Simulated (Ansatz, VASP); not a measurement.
**TePb: VASP beside Ansatz**

```
CELL_PARAMETERS angstrom
4.00229 0.00000 0.00000
0.00000 4.00229 0.00000
0.00000 0.00000 4.00229
ATOMIC_POSITIONS crystal
Te 0.50000 0.50000 0.50000
Pb 0.00000 0.00000 0.00000
```

Alike in both runs: task single point; functional PBE; k mesh 10 × 10 × 10; occupations fermi-dirac, width 0.08 eV; no spin polarisation.

|  | VASP | Ansatz |
| --- | --- | --- |
| version | VASP 6.6.1 | Ansatz 0.2.0 |
| potentials or method | VASP PAW PBE potentials, release 64 (Te, Pb_d), cutoff 520 eV | all-electron LAPW, scalar-relativistic |

Ansatz gave:

- pressure (GPa): -0.2

**Question.** Estimate VASP's values.

**Answer.** Pressure (GPa): -0.3.

Ansatz ran all-electron here, so the differences hold the error of VASP's frozen core and of both bases.

The runs have no spin-orbit coupling, so splittings on Pb, Te are missing.
